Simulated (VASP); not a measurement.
A run of VASP 6.6.1 is set up as follows.

INCAR

```
SYSTEM = PbSe
  ALGO = Fast
  EDIFF = 1E-6
  ENCUT = 550
  GGA = PE
  ISIF = 2
  ISMEAR = -1
  LASPH = .TRUE.
  LCHARG = .FALSE.
  LREAL = .FALSE.
  LWAVE = .FALSE.
  NELM = 100
  PREC = Accurate
  SIGMA = 0.05
```

File KPOINTS:

```
k-points
0
G
  8 8 8
  0 0 0
```

POSCAR

```
PbSe
1.0
    0.0000000000      3.0606500000      3.0606500000
    3.0606500000      0.0000000000      3.0606500000
    3.0606500000      3.0606500000      0.0000000000
Pb Se
1 1
Direct
    0.0000000000      0.0000000000      0.0000000000
    0.5000000000      0.5000000000      0.5000000000
```

File KPOINTS_OPT:

```
path GXWKGLUWLK,UX
20
line-mode
reciprocal
 0.0000000000  0.0000000000  0.0000000000  G
 0.5000000000  0.0000000000  0.5000000000  X

 0.5000000000  0.0000000000  0.5000000000  X
 0.5000000000  0.2500000000  0.7500000000  W

 0.5000000000  0.2500000000  0.7500000000  W
 0.3750000000  0.3750000000  0.7500000000  K

 0.3750000000  0.3750000000  0.7500000000  K
 0.0000000000  0.0000000000  0.0000000000  G

 0.0000000000  0.0000000000  0.0000000000  G
 0.5000000000  0.5000000000  0.5000000000  L

 0.5000000000  0.5000000000  0.5000000000  L
 0.6250000000  0.2500000000  0.6250000000  U

 0.6250000000  0.2500000000  0.6250000000  U
 0.5000000000  0.2500000000  0.7500000000  W

 0.5000000000  0.2500000000  0.7500000000  W
 0.5000000000  0.5000000000  0.5000000000  L

 0.5000000000  0.5000000000  0.5000000000  L
 0.3750000000  0.3750000000  0.7500000000  K

 0.6250000000  0.2500000000  0.6250000000  U
 0.5000000000  0.0000000000  0.5000000000  X
```

Potentials or basis: VASP PAW PBE potentials, release 64 (Pb_d_GW, Se_GW).

Command:

```sh
$ cat potpaw_PBE.64/Pb_d_GW/POTCAR potpaw_PBE.64/Se_GW/POTCAR > POTCAR
$ mpirun -np 1 vasp_std > vasp.out
```

Q: Predict the pressure.

A: 2.4 GPa.

Q: Predict the band gap along the path.

A: 0.29 eV, direct.

Q: Estimate the band gap on the k mesh.

A: 0.29 eV, direct.

Levels at the corners of the path, in eV from the valence-band top:
```csv
point,band 7,band 8,band 9,band 10,band 11,band 12,band 13,band 14,band 15
Γ,-13.60,-6.31,-1.88,-1.88,-1.88,4.71,4.71,4.71,6.52
X,-12.16,-7.39,-4.99,-3.24,-3.24,3.70,5.61,5.61,6.04
X,-12.16,-7.39,-4.99,-3.24,-3.24,3.70,5.61,5.61,6.04
W,-12.13,-8.03,-4.23,-4.23,-0.79,1.89,4.95,4.95,7.73
W,-12.13,-8.03,-4.23,-4.23,-0.79,1.89,4.95,4.95,7.73
K,-12.17,-8.05,-4.58,-2.73,-2.40,3.39,4.01,5.44,5.83
K,-12.17,-8.05,-4.58,-2.73,-2.40,3.39,4.01,5.44,5.83
Γ,-13.60,-6.31,-1.88,-1.88,-1.88,4.71,4.71,4.71,6.52
Γ,-13.60,-6.31,-1.88,-1.88,-1.88,4.71,4.71,4.71,6.52
L,-12.53,-8.81,-1.47,-1.47,0.00,0.29,1.70,1.70,8.55
L,-12.53,-8.81,-1.47,-1.47,0.00,0.29,1.70,1.70,8.55
U,-12.17,-8.05,-4.58,-2.73,-2.40,3.39,4.01,5.44,5.83
U,-12.17,-8.05,-4.58,-2.73,-2.40,3.39,4.01,5.44,5.83
W,-12.13,-8.03,-4.23,-4.23,-0.79,1.89,4.95,4.95,7.73
W,-12.13,-8.03,-4.23,-4.23,-0.79,1.89,4.95,4.95,7.73
L,-12.53,-8.81,-1.47,-1.47,0.00,0.29,1.70,1.70,8.55
L,-12.53,-8.81,-1.47,-1.47,0.00,0.29,1.70,1.70,8.55
K,-12.17,-8.05,-4.58,-2.73,-2.40,3.39,4.01,5.44,5.83
U,-12.17,-8.05,-4.58,-2.73,-2.40,3.39,4.01,5.44,5.83
X,-12.16,-7.39,-4.99,-3.24,-3.24,3.70,5.61,5.61,6.04
```

Caveat: spin-orbit coupling is left out, which as a rule narrows the gap of such compounds by several tenths of an eV.

**What was measured.**

A printed reference work, monograph reports, for a bulk crystal of PbSe at 300 K: band gap 0.28 eV (direct).

A measured gap of PbSe is 0.28 eV (direct; 300 K; a printed reference work, monograph); the calculated 0.29 eV misses it by +0.01 eV. 2 values of this kind are on record (0.15 to 0.28 eV); this one was drawn at random. Spin-orbit coupling on Pb, Se is left out. The value is that of PBE, without temperature or zero-point motion.
